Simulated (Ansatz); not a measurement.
Method: DFT PBE, scalar-relativistic, plane waves, PAW (Ansatz). Settings: cutoff 420 eV, Γ-centred meshes spaced at most about 0.3 Å⁻¹, and about 0.25 Å⁻¹ or finer for metals (2π included), Gaussian smearing. Collinear spin in cells that started with moments and kept them past the coarse steps, no spin elsewhere.

These are static total energies at zero pressure.

Two relaxed structures of TiCo:

A. (site moments Co 0.8 μB)

```cif
data_structure
_symmetry_space_group_name_H-M 'P6/mmm'
_symmetry_Int_Tables_number 191
_cell_length_a 2.6526
_cell_length_b 2.6526
_cell_length_c 4.5481
_cell_angle_alpha 90.000
_cell_angle_beta 90.000
_cell_angle_gamma 120.000
_cell_volume 27.71
loop_
_atom_site_label
_atom_site_type_symbol
_atom_site_symmetry_multiplicity
_atom_site_Wyckoff_symbol
_atom_site_fract_x
_atom_site_fract_y
_atom_site_fract_z
_atom_site_occupancy
Ti1 Ti 1 a 0.00000 0.00000 0.00000 1
Co1 Co 1 b 0.00000 0.00000 0.50000 1
```

B. (site moments under 0.1 μB)

```cif
data_structure
_symmetry_space_group_name_H-M 'P-6m2'
_symmetry_Int_Tables_number 187
_cell_length_a 3.9133
_cell_length_b 3.9133
_cell_length_c 2.4997
_cell_angle_alpha 90.000
_cell_angle_beta 90.000
_cell_angle_gamma 120.000
_cell_volume 33.15
loop_
_atom_site_label
_atom_site_type_symbol
_atom_site_symmetry_multiplicity
_atom_site_Wyckoff_symbol
_atom_site_fract_x
_atom_site_fract_y
_atom_site_fract_z
_atom_site_occupancy
Ti1 Ti 1 b 0.00000 0.00000 0.50000 1
Co1 Co 1 f 0.66667 0.33333 0.50000 1
```

Task: Which is lower in energy, and by how much?

Result: A is lower, by 229 meV/atom. A has space group P6/mmm (No. 191), 13.9 Å³/atom and no gap on its mesh; B has space group P-6m2 (No. 187), 16.6 Å³/atom and no gap. Counting all near atoms (those within 1.25 times the shortest distance at each site; a plus sign parts nearer from farther groups), A has Ti 2+6, Co 2+6 and B has Ti 3+2, Co 3+2. Their magnetic states differ too, which can make part of the margin. The denser one is the lower, and pressure would at first widen the difference. Even the lower one lies +0.37 eV/atom against the reference forms of the elements (uncorrected), so neither is stable at this level. Both come from invented guesses. A third cell relaxed alike, in Pm-3m (a Materials Project cell), lies 0.78 eV/atom below the lower of the two.

Another magnetic order may lie lower. Cells relaxed within their symmetry can be saddle points.
